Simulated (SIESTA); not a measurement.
# NaCl under changes of volume

One of the cells (21.907 Å³/atom); the others are scaled copies at fixed shape and fractional positions:

```
Cl Na
1.0
     3.52538    0.00000    0.00000
     0.00000    3.52538    0.00000
     0.00000    0.00000    3.52538
Cl Na
1 1
Direct
  0.50000 0.50000 0.50000
  0.00000 0.00000 0.00000
```

Measurements of this composition are mostly on another form, of space group No. 225.

| Quantity | Value |
| --- | --- |
| Program | SIESTA 5.4.2 |
| Functional | PBEsol |
| Potentials or basis | PseudoDojo 0.4 standard (PBEsol files) |
| Basis | DZP (energy shift 0.003 Ry; two zetas on semicore shells) |
| Grid cutoff | 800 Ry |
| Energy shift | 0.003 Ry |
| k mesh | 8 × 8 × 8 |
| Occupations | fermi-dirac, width 0.05 eV |
| Spin | no spin polarisation |

| volume (Å³/atom) | energy over the lowest point (meV/atom) | pressure (GPa) | gap on the mesh (eV) |
| --- | --- | --- | --- |
| 20.189 | 0.00 | 0.2 | 4.09 |
| 20.619 | ? | ? | ? |
| 21.048 | 2.34 | -1.1 | 3.94 |
| 21.907 | 10.68 | -2.0 | 3.81 |
| 22.337 | 16.75 | -2.4 | 3.76 |
| 22.766 | 23.79 | -2.8 | 3.70 |

Q: What does the run at 20.619 Å³/atom give?

A: Energy over the lowest point 0.33 meV/atom; pressure -0.4 GPa; gap on the mesh 4.01 eV.

Worked out: A Birch-Murnaghan fit of order 3 (a polynomial in V^(-2/3)) to the other rows has its minimum at 20.33 Å³/atom with B0 = V·E''(V) = 32 GPa and B' = 4.7. It gives 0.32 meV/atom at 20.619 Å³/atom, against the run's 0.33, and -dE/dV = -0.4 GPa, against -0.4. A straight line through the other rows of the gap, of slope -3.23 eV per unit of ln V, gives 4.01 eV, against the run's 4.01.

Energies are extrapolated to zero smearing.

Caveats: the basis of atomic orbitals isn't converged, which shifts pressures, moduli and gaps.

A mesh can miss the band edges.
